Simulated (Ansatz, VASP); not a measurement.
**La in VASP and in Ansatz**

File INCAR:

```
ALGO = Normal ; EDIFF = 1E-6
ENCUT = 520 ; GGA = CA
ISIF = 2 ; ISMEAR = -1
LASPH = True ; LCHARG = True
LELF = True ; LREAL = False
LVHAR = True ; LWAVE = False
NBANDS = 12 ; NELM = 100
PREC = Accurate ; SIGMA = 0.03
```

KPOINTS

```
k-points
0
Gamma
  11 11 11
```

POSCAR

```
La
1.0
   -2.1378965873      2.1378965873      2.1378965873
    2.1378965873     -2.1378965873      2.1378965873
    2.1378965873      2.1378965873     -2.1378965873
La
1
Direct
    0.0000000000      0.0000000000      0.0000000000
```

Input for Ansatz:

```yaml
crystal:
  lattice:
    - [-2.1378965873, 2.1378965873, 2.1378965873]
    - [2.1378965873, -2.1378965873, 2.1378965873]
    - [2.1378965873, 2.1378965873, -2.1378965873]
  atoms:
    - { symbol: La, position: [0.0, 0.0, 0.0] }
kpoints:
  mp_grid: { grid: [11, 11, 11] }
scf:
  occupations: { method: fermi_dirac, width: 0.03 }
hamiltonian:
  xc: lda
  pseudopotentials: { kind: all_electron, lapw: { basis_error: 0.0005 } }
output:
  forces: true
  stress: true
  eigenvalues: true
```

Change from the starting cell: volume scaled by 1.02.

Alike in both runs: task single point; functional LDA; k mesh 11 × 11 × 11; occupations fermi-dirac, width 0.03 eV; no spin polarisation.

|  | VASP | Ansatz |
| --- | --- | --- |
| version | VASP 6.6.1 | Ansatz 0.2.0 |
| potentials or method | VASP PAW LDA potentials, release 64 (La) | all-electron LAPW, scalar-relativistic |
| plane-wave cutoff (eV) | 520 | see its input |

|  | VASP | Ansatz | Ansatz less VASP |
| --- | --- | --- | --- |
| pressure (GPa) | -4.0 | -3.9 | +0.08 |

Ansatz ran all-electron here, so the differences hold the error of VASP's frozen core and of both bases.

Spin-orbit coupling is left out, which matters for the levels of La.
